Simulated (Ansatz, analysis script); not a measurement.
# AlNi3: which texture of moments is lowest

Aim: rank collinear and non-collinear patterns of moments in one cell of AlNi3.

Calculated with Ansatz 0.2.0; PBE, PAW set soft_2.

### 1. Starting point

It takes space group Pm-3m (No. 221, cubic). Conventional cell: a = 3.523 Å, b = 3.523 Å, c = 3.523 Å, α = 90.00°, β = 90.00°, γ = 90.00°. Nearest to Al lie 12 Ni at 2.49 Å. Nearest to Ni lie 4 Al at 2.49 Å and 8 Ni at 2.49 Å. Farther neighbours are not listed.

The cell comes from the Materials Project, a database of computed structures, and the real compound, where it exists, may take another one.

The cell of this run holds 4 atoms, 3 of them with a starting moment; values «a cell» refer to the cell of the run in question.

### 2. Starting state

First a free collinear run, to see which state the typed moments lead to.

The input, input.yaml:

```yaml
crystal:
  lattice:
    - [3.5230547267, 0.0, 0.0]
    - [0.0, 3.5230547267, 0.0]
    - [0.0, 0.0, 3.5230547267]
  atoms:
    - { symbol: Al, position: [0.0, 0.0, 0.0] }
    - { symbol: Ni, position: [0.0, 0.5, 0.5], spin: 1.0 }
    - { symbol: Ni, position: [0.5, 0.0, 0.5], spin: 1.0 }
    - { symbol: Ni, position: [0.5, 0.5, 0.0], spin: 1.0 }
magnetization:
  spin_polarized: true
kpoints:
  mp_grid: { grid: [6, 6, 6] }
hamiltonian:
  xc: pbe
scf:
  occupations: { method: fermi_dirac, width: 0.05 }
  max_iter: 120
  convergence: { dr2_threshold: 1.0e-08 }
output:
  write_density: true
  write_potential: true
  elf: true
  volumetric_format: npy
```

Started as:

```console
> ansatz run input.yaml --threads 1 --pin off --max-ram 2560MiB --backend cpu --events-out ev --progress --plain --runs-dir out
```

Numbers of over 12 decimals in the logs are rounded to 6 here.

The program printed:

```text
Engine: ansatz 0.2.0, aarch64-unknown-linux-gnu
Pseudopotentials: kind: paw
Pseudopotential: Al, paw, valence charge 3, recommended cutoff 420 eV (normal), Al.paw.azcp
Pseudopotential: Ni, paw, valence charge 18, recommended cutoff 420 eV (normal), Ni.paw.azcp
Functional definition: PBE
  parameter kappa = 0.804
  parameter beta = 0.066725
  exchange = pbe_x(kappa = kappa, mu = beta*pi^2/3)
  correlation = pbe_c(beta = beta)
Crystal: 4 atoms, lattice volume = 43.728 Å³
Basis set: ecut = 420 eV, 847 PW (Γ)
Bands: 36, of which v1, the nominal top of the filled ones, is band 29 counted from 1 (28 counted from 0)
Symmetry: 48 space group operations
Space group: Pm-3m (ITA 221), of the structure as read, at distance tolerance 3.5e-5 Å
Magnetic group: BNS 221.92 (UNI 1594), of the structure as read, at distance tolerance 3.5e-5 Å
k-points: 20 of 216
Non-local potential: Al, projectors of the file, l = 0: 2, l = 1: 2, l = 2: 1
Non-local potential: Ni, projectors of the file, l = 0: 3, l = 1: 2, l = 2: 3, l = 3: 1
PAW form: soft (Blöchl's): semilocal exchange-correlation on the pseudo side does not see the compensation charge
PAW one-centre angular grid: Al, 110 points (default); XC on 64 Gauss nodes
PAW one-centre angular grid: Ni, 590 points (default); XC on 64 Gauss nodes
Initial density: superposition of atomic densities (chi_scale 0.1, normalization cell)
Starting moments: Σ|m| = 3 μB on 3 of 4 sites
Initial wavefunctions: pseudopotential atomic-orbital guess
Functional: x = pbe(κ = 0.804, μ = 0.219515), c = pbe(β = 0.066725)
SCF iter   1: F=—  HF=-18055.697215 eV  |F-HF|=—  |Δ(HF+E_count)|=         —  Δρ=1.13e-1 (↑1.13e-1 ↓4.47e-2)  dr2=2.18e0  dr2_m=2.06e0  M=0.966 μB ∫|m|=1.219 μB  β_m=0.30  ethr=3.10e-3  ⟨swp⟩=6.0  Hψ=5179  notcnv=0  defer=10
Mixer restart at iter 1: flushing history
preconditioner: auto → Kerker (q_TF=auto, 2.852 Å⁻¹)  [metal: Δε(μ)=0.052 eV  Ē_g=7.955 eV  σ=0.050 eV  W_gap=0.24  n_scr=18 (ndim 8)  ℏωp=32.3 eV  f_vac=0.000  D(μ)=2.67/eV (n_scr^D=26)]
spin=Collinear: Kerker preconditioning applied to the charge; magnetization (m = ρ↑ − ρ↓) channel mixes plain (no charge-response kernel on spin).
SCF iter   2: F=—  HF=-18055.109736 eV  |F-HF|=—  |Δ(HF+E_count)|=   5.87e-1  Δρ=6.62e-2 (↑4.06e-2 ↓6.62e-2)  dr2=3.76e-1  dr2_m=1.05e0  M=0.955 μB ∫|m|=1.185 μB  β_m=0.40  ethr=3.10e-3  ⟨swp⟩=2.1  Hψ=2431  notcnv=0  defer=55
SCF iter   3: F=—  HF=-18056.708990 eV  |F-HF|=—  |Δ(HF+E_count)|=    1.60e0  Δρ=4.86e-2 (↑2.33e-2 ↓4.86e-2)  dr2=3.98e-1  dr2_m=4.79e-1  M=0.883 μB ∫|m|=1.107 μB  β_m=0.62  ethr=6.60e-4  ⟨swp⟩=2.3  Hψ=2242  notcnv=0  defer=55
SCF iter   4: F=—  HF=-18058.411044 eV  |F-HF|=—  |Δ(HF+E_count)|=    1.70e0  Δρ=2.90e-2 (↑1.26e-2 ↓2.90e-2)  dr2=6.54e-1  dr2_m=3.02e-2  M=0.711 μB ∫|m|=0.904 μB  β_m=0.78  ethr=6.60e-4  ⟨swp⟩=3.2  Hψ=2645  notcnv=0  defer=59
SCF iter   5: F=—  HF=-18058.333985 eV  |F-HF|=—  |Δ(HF+E_count)|=   7.71e-2  Δρ=1.41e-2 (↑7.37e-3 ↓1.41e-2)  dr2=9.46e-2  dr2_m=5.52e-3  M=0.671 μB ∫|m|=0.837 μB  β_m=0.89  ethr=6.60e-4  ⟨swp⟩=3.0  Hψ=2578  notcnv=0  defer=60
SCF iter   6: F=—  HF=-18058.371564 eV  |F-HF|=—  |Δ(HF+E_count)|=   3.76e-2  Δρ=1.19e-3 (↑1.16e-3 ↓1.19e-3)  dr2=3.96e-3  dr2_m=5.15e-5  M=0.698 μB ∫|m|=0.880 μB  β_m=0.95  ethr=1.66e-4  ⟨swp⟩=2.2  Hψ=2431  notcnv=0  defer=64
SCF iter   7: F=—  HF=-18058.370826 eV  |F-HF|=—  |Δ(HF+E_count)|=   7.38e-4  Δρ=7.69e-4 (↑7.69e-4 ↓5.56e-4)  dr2=4.73e-4  dr2_m=6.50e-6  M=0.699 μB ∫|m|=0.886 μB  β_m=0.97  ethr=6.96e-6  ⟨swp⟩=2.0  Hψ=1644  notcnv=0  defer=64
SCF iter   8: F=—  HF=-18058.370743 eV  |F-HF|=—  |Δ(HF+E_count)|=   8.28e-5  Δρ=3.71e-4 (↑3.15e-4 ↓3.71e-4)  dr2=1.31e-4  dr2_m=3.83e-7  M=0.698 μB ∫|m|=0.886 μB  β_m=0.99  ethr=8.30e-7  ⟨swp⟩=2.0  Hψ=2121  notcnv=0  defer=64
SCF iter   9: F=—  HF=-18058.370736 eV  |F-HF|=—  |Δ(HF+E_count)|=   7.37e-6  Δρ=5.46e-5 (↑3.36e-5 ↓5.46e-5)  dr2=1.90e-6  dr2_m=5.77e-8  M=0.699 μB ∫|m|=0.886 μB  β_m=0.99  ethr=2.29e-7  ⟨swp⟩=2.1  Hψ=1928  notcnv=0  defer=64
SCF iter  10: F=—  HF=-18058.370735 eV  |F-HF|=—  |Δ(HF+E_count)|=   5.36e-7  Δρ=3.23e-5 (↑2.18e-5 ↓3.23e-5)  dr2=8.99e-7  dr2_m=1.17e-8  M=0.699 μB ∫|m|=0.886 μB  β_m=1.00  ethr=3.34e-9  ⟨swp⟩=2.0  Hψ=2398  notcnv=0  defer=64
SCF iter  11: F=—  HF=-18058.370736 eV  |F-HF|=—  |Δ(HF+E_count)|=   1.13e-7  Δρ=2.28e-5 (↑1.50e-5 ↓2.28e-5)  dr2=4.22e-7  dr2_m=6.38e-9  M=0.699 μB ∫|m|=0.886 μB  β_m=1.00  ethr=1.58e-9  ⟨swp⟩=1.0  Hψ=1440  notcnv=0  defer=64
SCF iter  12: F=—  HF=-18058.370735 eV  |F-HF|=—  |Δ(HF+E_count)|=   4.57e-8  Δρ=2.23e-6 (↑2.23e-6 ↓1.31e-6)  dr2=3.57e-9  dr2_m=1.03e-10  M=0.699 μB ∫|m|=0.886 μB  β_m=0.91  ethr=7.41e-10  ⟨swp⟩=2.0  Hψ=1878  notcnv=0  defer=64
SCF iter  13: F=-18058.370735 eV  HF=-18058.370735 eV  |F-HF|=6.00e-10  |Δ(HF+E_count)|=  5.06e-10  Δρ=8.52e-7 (↑8.52e-7 ↓6.75e-7)  dr2=7.06e-10  dr2_m=4.62e-12  M=0.699 μB ∫|m|=0.886 μB  ethr=6.27e-12  ⟨swp⟩=6.9  Hψ=5436  notcnv=0
SCF 1 converged in 13 iterations: F = -18058.370735 eV  dr2 = 7.06e-10
  greatest PAW one-centre occupation: 1.001 electrons in one spin orbital (limit 2), on the Ni atom at site 3 (counted from 0), in its partial waves of l = 1
SCF converged after 13 iterations
Magnetization: 0.6988 μB (28.8494 up, 28.1506 down)
Absolute magnetization: 0.8867 μB (∫|ρ↑−ρ↓|, with the PAW one-centre terms)
Spin contamination: 0.0112 ħ² per cell (⟨S²⟩ above its minimum at these occupations)
Per-site moments (μB) at R_I (Å): [(-0.017336, 1.027610), (0.260539, 1.027610), (0.260539, 1.027610), (0.260539, 1.027610)]
Free energy (F): -18058.370735 eV
Harris-Foulkes:  -18058.370735 eV  (|F-HF|=6.00e-10)
Internal energy: -18058.344067 eV  (E = F + TS)
E sigma→0 (E₀):  -18058.357401 eV
Entropy (-TS):   -0.026668 eV (-6.667 meV/atom)
Fermi energy:    16.467347 eV
--- Per-component energies (eV) ---
  E_band       = -901.394229
  E_kinetic    = 879.154271
  E_local      = -11867.304852  (includes V_loc(G=0)·N_el)
  E_nonlocal   = 1916.758870
  E_hartree    = 5057.229947
  E_xc         = -297.760793
  E_vxc        = -361.829338  (∫ρ·V_xc dr)
  E_paw        = -5358.243675  (= ΣΔE_a)
  E_vpaw       = -1582.638546  (= ΣTr[D̂ρ^β])
  E_aug_tail   = 0.001709  (compensation charges beyond the density's cutoff)
  E_ewald      = -8388.179542
  E_smearing   = -0.026668  (= −TS)
  E_closure    = 0.000000  (closes the sum)
  Σ components = -18058.370735   (vs F -18058.370735, Δ=0.00e0)
--- Band table (eV; the first three rows and the last of 40) ---
  k-point 0 ↑: bands = [... 25 lower, 16.3997, 16.3997, 16.3997, 17.3021, 17.3021, 17.3021, 23.1596, 23.1596, ... 3 higher]
  k-point 1 ↑: bands = [... 25 lower, 15.8928, 16.0928, 16.2525, 16.4000, 18.2981, 18.2981, 23.1259, 23.7024, ... 3 higher]
  k-point 2 ↑: bands = [... 25 lower, 15.5167, 15.6818, 15.9508, 16.4006, 20.0099, 20.0099, 23.0399, 24.0675, ... 3 higher]
  k-point 19 ↓: bands = [... 25 lower, 15.5551, 15.5551, 16.1477, 16.5950, 16.5950, 16.5950, 20.1567, 20.8055, ... 3 higher]
```

It took 6.1 s on 1 thread of Arm Neoverse V2, shared host; peak memory 0.35 GiB.

Reading the cycles: dr2 is the Hartree energy of the density residual (eV), the measure of convergence; HF is the Harris–Foulkes estimate of the energy, which meets the free energy F at convergence.

Spin moment in the atom's sphere by atom:

| atom | spin moment in the atom's sphere (μB) |
| --- | --- |
| Al1 | -0.017 |
| Ni2 | 0.261 |
| Ni3 | 0.261 |
| Ni4 | 0.261 |

Tables count atoms from 1; parts of the log count from 0.

The run ends ferromagnetic, with a net moment of 0.699 μB a cell. Only this order was typed.

Spin density in the ac plane at fractional y = 0.000, with atoms of Al and Ni within 0.2 Å of it.

Ten even steps from '0' (-0.04 × 1e-1 e/Å³) to '9' (9.53 × 1e-1 e/Å³), each cell a mean:
```
00000000000000
00000000000000
00000000000000
00000000000000
00000000000000
00000024100000
00000159400000
00000035200000
00000001000000
00000000000000
00000000000000
00000000000000
00000000000000
00000000000000
```
Columns run along a (3.5 Å), rows up along c (3.5 Å). Atoms in or near the plane, at fractional coordinates: Al at (0.00, 0.00), Ni at (0.50, 0.50).

Valence density in the ac plane at fractional y = 0.000, with atoms of Al and Ni within 0.2 Å of it. It is the smooth field of the valence electrons, not physical close to the nuclei.

Ten steps, logarithmic in the rise over the least value, from '0' (0 e/Å³) to '9' (53 e/Å³), each cell a mean:
```
00000000000000
00000000000000
00000001000000
00001122211000
00001355531000
00012578752000
00013699852100
00013589752000
00012356531000
00001233211000
00000111100000
00000000000000
00000000000000
00000000000000
```
Columns run along a (3.5 Å), rows up along c (3.5 Å). Atoms in or near the plane, at fractional coordinates: Al at (0.00, 0.00), Ni at (0.50, 0.50).

ELF in the ac plane at fractional y = 0.000, with atoms of Al and Ni within 0.2 Å of it. It is the smooth field of the valence electrons, not physical close to the nuclei.

Values, 14 rows by 14 columns, each cell a mean:
```
0.09 0.04 0.09 0.33 0.44 0.39 0.32 0.30 0.33 0.40 0.43 0.27 0.07 0.05
0.04 0.08 0.24 0.43 0.44 0.35 0.28 0.25 0.29 0.37 0.45 0.39 0.20 0.07
0.22 0.29 0.42 0.46 0.37 0.27 0.21 0.19 0.22 0.28 0.40 0.46 0.39 0.27
0.41 0.44 0.45 0.37 0.26 0.22 0.22 0.23 0.22 0.22 0.28 0.40 0.45 0.43
0.40 0.40 0.36 0.26 0.22 0.27 0.33 0.36 0.32 0.26 0.22 0.28 0.37 0.40
0.34 0.33 0.28 0.20 0.24 0.34 0.47 0.54 0.45 0.32 0.22 0.22 0.29 0.33
0.30 0.29 0.24 0.19 0.25 0.39 0.58 0.69 0.54 0.36 0.23 0.19 0.25 0.30
0.33 0.32 0.26 0.20 0.24 0.35 0.50 0.58 0.47 0.33 0.22 0.21 0.28 0.32
0.39 0.38 0.34 0.24 0.22 0.28 0.35 0.39 0.34 0.27 0.22 0.27 0.35 0.39
0.43 0.44 0.43 0.34 0.24 0.22 0.24 0.25 0.24 0.22 0.26 0.37 0.44 0.44
0.28 0.35 0.44 0.45 0.34 0.24 0.20 0.19 0.20 0.26 0.37 0.46 0.43 0.33
0.05 0.11 0.27 0.44 0.43 0.34 0.26 0.24 0.28 0.36 0.45 0.42 0.24 0.09
0.06 0.04 0.11 0.35 0.44 0.38 0.32 0.29 0.33 0.40 0.44 0.29 0.08 0.04
0.15 0.06 0.05 0.28 0.43 0.39 0.33 0.30 0.34 0.40 0.41 0.22 0.04 0.09
```
Columns run along a (3.5 Å), rows up along c (3.5 Å). Atoms in or near the plane, at fractional coordinates: Al at (0.00, 0.00), Ni at (0.50, 0.50).

### 3. Denser mesh

Levels at the Fermi energy are partly filled, so moments and energy differences can hang on the k-mesh, and the state is solved again on a denser one.

input.yaml, the sections that differ from step 2:

```yaml
crystal:
  lattice:
    - [3.5230547267, 0.0, 0.0]
    - [0.0, 3.5230547267, 0.0]
    - [0.0, 0.0, 3.5230547267]
  atoms:
    - { symbol: Al, position: [0.0, 0.0, 0.0] }
    - { symbol: Ni, position: [0.0, 0.5, 0.5], spin: 0.26 }
    - { symbol: Ni, position: [0.5, 0.0, 0.5], spin: 0.26 }
    - { symbol: Ni, position: [0.5, 0.5, 0.0], spin: 0.26 }
kpoints:
  mp_grid: { grid: [11, 11, 11] }
basis:
  ecutwfc: 420.0
checkpoint:
  read: start
  write: ck
  compress: false
  write_wavefunctions: false
  write_every: 100000
# magnetization, hamiltonian, scf: as in step 2
# output: removed
```

Started as:

```console
> ansatz run input.yaml --threads 2 --pin off --max-ram 5120MiB --backend cpu --events-out ev --progress --plain --runs-dir out
```

The program printed:

```text
[...]
Absolute magnetization: 0.8805 μB (∫|ρ↑−ρ↓|, with the PAW one-centre terms)
[...]
Per-site moments (μB) at R_I (Å): [(-0.014950, 1.027610), (0.262414, 1.027610), (0.262414, 1.027610), (0.262414, 1.027610)]
Free energy (F): -18058.367940 eV
[...]
Internal energy: -18058.340122 eV  (E = F + TS)
E sigma→0 (E₀):  -18058.354031 eV
Entropy (-TS):   -0.027818 eV (-6.954 meV/atom)
Fermi energy:    16.479793 eV
[...]
[key lines of the parts left out:]
SCF converged after 7 iterations
Magnetization: 0.7128 μB (28.8564 up, 28.1436 down)
```

Wall time 4.6 s (2 threads); peak memory 0.42 GiB.

Spin moment in the atom's sphere by atom:

```
atom  spin moment in the atom's sphere (μB)
 Al1                                 -0.015
 Ni2                                  0.262
 Ni3                                  0.262
 Ni4                                  0.262
```

The run ends ferromagnetic, with a net moment of 0.713 μB a cell, against 0.699 μB on the first mesh.

The runs on spinors take the mesh 10×10×10.

Signs and angles in the names of the patterns follow the order of the magnetic atoms in the input, which need not be their order in space.

In the spinor runs that follow the search for lower states is off.

### 4. Start: ferro

The parallel pattern comes first.

The input, input.yaml:

```yaml
crystal:
  lattice:
    - [3.5230547267, 0.0, 0.0]
    - [0.0, 3.5230547267, 0.0]
    - [0.0, 0.0, 3.5230547267]
  atoms:
    - { symbol: Al, position: [0.0, 0.0, 0.0] }
    - { symbol: Ni, position: [0.0, 0.5, 0.5], spin: 0.26, spin_axis: [0.0, 0.0, 1.0] }
    - { symbol: Ni, position: [0.5, 0.0, 0.5], spin: 0.26, spin_axis: [0.0, 0.0, 1.0] }
    - { symbol: Ni, position: [0.5, 0.5, 0.0], spin: 0.26, spin_axis: [0.0, 0.0, 1.0] }
kpoints:
  mp_grid: { grid: [10, 10, 10] }
hamiltonian:
  xc: pbe
scf:
  occupations: { method: fermi_dirac, width: 0.05 }
  max_iter: 120
  convergence: { dr2_threshold: 1.0e-08 }
  lower_state_search: "off"
basis:
  ecutwfc: 420.0
magnetization:
  noncollinear: true
```

Started as:

```console
> ansatz run input.yaml --threads 1 --pin off --max-ram 2560MiB --backend cpu --events-out ev --progress --plain --runs-dir out
```

The program printed:

```text
[...]
Crystal: 4 atoms, lattice volume = 43.728 Å³
Basis set: ecut = 420 eV, 847 PW (Γ)
Bands: 70, of which v1, the nominal top of the filled ones, is band 57 counted from 1 (56 counted from 0)
Symmetry: 48 space group operations + 48 with time reversal
Moments: of one size on atoms that these operations exchange, one fixing the others by the rotation that the starting moments gave each, and all in one plane where the starting moments lie in one or along one axis (crystal.symmetry.detect: false holds none)
k-points: 56 of 1000
[...]
Starting moments: Σ|m| = 0.78 μB on 3 of 4 sites
[...]
SCF iter   1: F=—  HF=-18058.760614 eV  |F-HF|=—  |Δ(HF+E_count)|=         —  Δρ=7.16e-2  dr2=1.97e0  dr2_m=2.09e-2  ethr=3.10e-3  |M|=5.09e-1 ∫|m|=5.58e-1 μB  |m|>n=0.0e0 m-floor=0.0e0 τ_xc=0.0e0  β_m=0.30  ⟨swp⟩=5.3  Hψ=13351  notcnv=0  defer=58
[...]
spin=Noncollinear: Kerker preconditioning applied to the charge; magnetization (m_x, m_y, m_z) channels mix plain (no charge-response kernel on spin).
SCF iter   2: F=—  HF=-18058.599763 eV  |F-HF|=—  |Δ(HF+E_count)|=   1.61e-1  Δρ=2.78e-2  dr2=4.24e-1  dr2_m=7.09e-3  ethr=3.10e-3  |M|=5.33e-1 ∫|m|=6.01e-1 μB  |m|>n=0.0e0 m-floor=0.0e0 τ_xc=0.0e0  β_m=0.30  ⟨swp⟩=2.1  Hψ=4981  notcnv=0  defer=285
[...]
SCF iter  12: F=—  HF=-18058.366871 eV  |F-HF|=—  |Δ(HF+E_count)|=   2.91e-4  Δρ=1.02e-3  dr2=6.49e-7  dr2_m=1.04e-4  ethr=2.99e-9  |M|=6.50e-1 ∫|m|=8.01e-1 μB  |m|>n=0.0e0 m-floor=0.0e0 τ_xc=0.0e0  β_m=0.30  ⟨swp⟩=2.9  Hψ=7171  notcnv=0  defer=257
[...]
spin-set hold released at iteration 12 (site moments contracting): the magnetisation degrees of freedom join the quasi-Newton model from the next iteration; the mixer history was flushed
SCF iter  13: F=—  HF=-18058.367275 eV  |F-HF|=—  |Δ(HF+E_count)|=   4.04e-4  Δρ=1.52e-3  dr2=5.92e-7  dr2_m=2.30e-4  ethr=1.14e-9  |M|=6.56e-1 ∫|m|=8.11e-1 μB  |m|>n=0.0e0 m-floor=0.0e0 τ_xc=0.0e0  β_m=0.60  ⟨swp⟩=3.1  Hψ=8369  notcnv=0  defer=257
[...]
SCF iter  19: F=-18058.368064 eV  HF=-18058.368064 eV  |F-HF|=6.09e-9  |Δ(HF+E_count)|=   1.58e-9  Δρ=4.77e-6  dr2=7.35e-9  dr2_m=1.06e-10  ethr=1.75e-11  |M|=6.98e-1 ∫|m|=8.80e-1 μB  |m|>n=0.0e0 m-floor=0.0e0 τ_xc=0.0e0  ⟨swp⟩=3.0  Hψ=10480  notcnv=0
SCF 1 converged in 19 iterations: F = -18058.368064 eV  dr2 = 7.35e-9
[...]
SCF converged after 19 iterations
Stability not checked: this state was not tested for a lower state beside it, because this non-collinear magnet's GGA is evaluated by the locally collinear projection, under which the energy is not smooth in the magnetisation (locally_collinear_gga; see scf.lower_state_search)
Magnetization: |M| = 0.6983 μB,  M = (+0.0000, +0.0000, +0.6983) μB
Absolute magnetization: 0.8810 μB (∫|m|, with the PAW one-centre terms)
Moment direction: held on its axis by an average over the rotations of spin about it
  site 0: m = (+0.0000, +0.0000, -0.0163) μB, |m| = 0.0163 μB  (R = 1.03 Å)
  site 1: m = (+0.0000, +0.0000, +0.2596) μB, |m| = 0.2596 μB  (R = 1.03 Å)
  site 2: m = (+0.0000, +0.0000, +0.2596) μB, |m| = 0.2596 μB  (R = 1.03 Å)
  site 3: m = (+0.0000, +0.0000, +0.2596) μB, |m| = 0.2596 μB  (R = 1.03 Å)
Free energy (F): -18058.368064 eV
[...]
Internal energy: -18058.340705 eV  (E = F + TS)
E sigma→0 (E₀):  -18058.354385 eV
Entropy (-TS):   -0.027358 eV (-6.840 meV/atom)
Fermi energy:    16.475201 eV
[...]
```

Wall time 81 s (1 thread); peak memory 0.5 GiB.

It ends ferromagnetic; the largest site carries 0.260 μB.

Spin moment in the atom's sphere by atom:

```csv
atom,x (μB),y (μB),z (μB),size
Al1,0.000,0.000,-0.016,0.016
Ni2,0.000,0.000,0.260,0.260
Ni3,0.000,0.000,0.260,0.260
Ni4,0.000,0.000,0.260,0.260
```

### 5. Start: random 2

Random directions favour no pattern, so the moments can find one that was not thought of.

input.yaml, the sections that differ from step 4:

```yaml
crystal:
  lattice:
    - [3.5230547267, 0.0, 0.0]
    - [0.0, 3.5230547267, 0.0]
    - [0.0, 0.0, 3.5230547267]
  atoms:
    - { symbol: Al, position: [0.0, 0.0, 0.0] }
    - { symbol: Ni, position: [0.0, 0.5, 0.5], spin: 0.26, spin_axis: [0.617195, 0.292782, -0.730307] }
    - { symbol: Ni, position: [0.5, 0.0, 0.5], spin: 0.26, spin_axis: [-0.480611, -0.839136, -0.254685] }
    - { symbol: Ni, position: [0.5, 0.5, 0.0], spin: 0.26, spin_axis: [0.89147, 0.445662, -0.081643] }
output:
  write_density: true
  write_potential: true
  elf: true
  volumetric_format: npy
# kpoints, hamiltonian, scf, basis, magnetization: as in step 4
```

The program printed:

```text
[...]
Crystal: 4 atoms, lattice volume = 43.728 Å³
Basis set: ecut = 420 eV, 847 PW (Γ)
Bands: 70, of which v1, the nominal top of the filled ones, is band 57 counted from 1 (56 counted from 0)
Symmetry: 8 space group operations
[...]
k-points: 216 of 1000
[...]
Starting moments: Σ|m| = 0.78 μB on 3 of 4 sites
[...]
k-point 0: bands = [... 53 lower, 16.8425, 16.8425, 16.8425, 17.2635, 17.2635, 17.2635, 17.2998, 17.2998, ... 9 higher]
  k-point 1: bands = [... 53 lower, 16.4607, 16.4607, 16.8122, 16.8146, 16.8426, 17.7517, 17.7517, 17.8130, ... 9 higher]
  k-point 2: bands = [... 53 lower, 16.0685, 16.1100, 16.3119, 16.4071, 16.8429, 18.6047, 18.6047, 18.6814, ... 9 higher]
  k-point 215: bands = [... 53 lower, 15.5534, 16.1530, 16.1751, 16.2256, 16.2256, 16.2256, 16.5982, 16.5982, ... 9 higher]
[key lines of the parts left out:]
SCF converged after 29 iterations
Magnetization: |M| = 0.6983 μB,  M = (+0.4836, -0.0470, -0.5015) μB
Free energy (F): -18058.368064 eV
Fermi energy:    16.475178 eV
```

It took 10 min on 1 thread; peak memory 1.1 GiB.

It ends ferromagnetic; the largest site carries 0.260 μB.

[end of part 1 of 2]

[Logs and program files are shortened in this print: banners, set-up blocks, solver, clock and traceback lines can be left out without a mark of their own.]

[Logs are printed without paths, hosts, clocks, repeated set-up lines and the standing remarks that a program may print on its own settings, such as how far it seeks lower states.]

[Hosts, paths, dates, database ids (printed as entryN), source tags and the programs' standing remarks are cut or masked in the printed files.]
